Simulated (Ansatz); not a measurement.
Runs of Ansatz 0.2.0 on BN. Symmetry: P6_3mc, No. 186, hexagonal system. The conventional cell has a = 2.554 Å, b = 2.554 Å, c = 4.227 Å, α = 90.00°, β = 90.00°, γ = 120.00°. N (site symmetry 3m) has 4 B at 1.57 to 1.58 Å as nearest neighbours. B (site symmetry 3m) is surrounded by 4 N at 1.57 to 1.58 Å. Measurements of this composition are mostly on another form, of space group No. 194.

```csv
task,level,cell,k mesh,cutoff (eV),smearing,points for each segment of the path,gap on the mesh (eV),pressure (GPa),relaxed volume (Å³/atom),largest force (eV/Å)
band structure,PBEsol,as given,12 × 12 × 6,420,fermi-dirac 0.05 eV,14,4.99,-5.9,-,0.01
band structure,r2SCAN,as given,12 × 12 × 6,500,fermi-dirac 0.05 eV,14,5.76,(b),-,0.02
relaxation of cell and atoms,revPBE+D4,relaxed,12 × 12 × 6,420,fermi-dirac 0.05 eV,-,5.23,0.0,5.82,-
Born charges and dielectric tensor,LDA,as given,12 × 12 × 6,420,fixed,-,4.99,-,-,-
relaxation of cell and atoms,PBE+D3(BJ),relaxed,12 × 12 × 6,420,fermi-dirac 0.05 eV,-,(a),0.0,5.88,-
relaxation of cell and atoms,BLYP+D4,relaxed,12 × 12 × 6,420,fermi-dirac 0.05 eV,-,5.60,0.0,5.90,-
phonons,LDA,as given,9 × 9 × 5,420,fixed,-,4.99,-,-,-
```

Alike in all rows: potentials or basis Ansatz PAW; no spin polarisation.

**Question.** Estimate the missing entries.

**Answer.** (a) 5.20; (b) -4.7.

Caveats: the PAW data sets come from PBE, with cores solved anew for the run's functional, which leaves a small shift of forces and pressure (some runs); the plane-wave basis is chosen anew once the cell has moved, so the energies of steps on either side of that aren't comparable (some runs); the potentials were made for another functional, which shifts forces and pressure (some runs); odd divisions of the mesh miss points on the zone boundary, where band edges often lie, so the gap on the mesh can be too wide (some runs).

A k mesh can miss the band edges.

Not every run made on this cell is shown here.
